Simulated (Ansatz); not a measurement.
Compressing LiH: a fit and a missing row

LiH, Fm-3m, a = 4.007 Å. Ansatz: PBE, PAW, 420 eV, Γ-centred 10×10×10 mesh on 2 atoms, Gaussian smearing 0.02 eV; no spin polarisation. Symmetry fixes shape and atoms, so the cell is only scaled; pressure is positive in compression.

| V (Å³/atom) | P (GPa) |
| --- | --- |
| 7.076 | 5.75 |
| 7.317 | 4.01 |
| 7.558 | ? |
| 7.800 | 1.17 |
| 8.041 | 0.01 |
| 8.282 | -1.02 |
| 8.523 | -1.92 |
| 8.845 | -2.95 |

Problem. Take V0 = 8.041 Å³/atom, count pressures from its P0 = 0.01 GPa, fit the third-order Birch–Murnaghan form to the other rows, and predict the missing pressure.

Solution. With the Eulerian strain f = ½[(V0/V)^(2/3) − 1] and y = (P − P0)/[3f(1 + 2f)^(5/2)], the form is the line y = B0 + 1.5 B0 (B0′ − 4) f. Rows (f, y): 0.04448, 34.8; 0.03246, 35.1; 0.01025, 35.9; -0.00975, 37.0; -0.01903, 37.3; -0.03078, 37.6. Means f = 0.004605, y = 36.283; Σ(Δf)² = 0.004415, ΣΔfΔy = -0.1752; the slope is their ratio. y = 36.47 − 39.68 f GPa, so B0 = 36.5 GPa and B0′ = 4 + 2 × (-39.68)/(3 × 36.47) = 3.27. At V = 7.558, f = 0.02108, y = 35.63 and P = 2.51 GPa. The run gave 2.50 GPa, so the fit is 0.01 GPa too high, within twice the rms miss on the fitted rows (0.007 GPa).